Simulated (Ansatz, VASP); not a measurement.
**Two plane-wave programs on Mo**

```
CELL_PARAMETERS angstrom
3.12943 0.00000 0.00000
0.00000 3.12943 0.00000
0.00000 0.00000 18.69415
ATOMIC_POSITIONS crystal
Mo 0.50000 0.50000 0.37445
Mo 0.00000 0.00000 0.45815
Mo 0.50000 0.50000 0.54432
Mo 0.00000 0.00000 0.61748
```

Alike in both runs: functional PBEsol; k mesh 9 × 9 × 1; occupations gaussian, width 0.1 eV; no spin polarisation.

Ansatz relaxed the structure, and its values are those at the end. VASP's run is a single point on that final structure, the one shown.

|  | VASP | Ansatz |
| --- | --- | --- |
| version | VASP 6.6.1 | Ansatz 0.2.0 |
| potentials or method | VASP PAW PBE potentials, release 64 (Mo_sv) | scalar-relativistic, plane waves, PAW |
| plane-wave cutoff (eV) | 520 | 420 |
| valence electrons in the cell | 56 | 56 |

```csv
,VASP,Ansatz,Ansatz less VASP
gap on the k mesh at the Fermi level (eV),none,none,-
rms of the force components (eV/Å),0.695,0.698,+0.0035
```

A gap of «none» marks a metal or a gap that the smearing closes. Ansatz warned: «pseudo_functional_mismatch».

Caveats: the PAW data sets were made with another functional, which shifts forces and pressure a little (VASP).
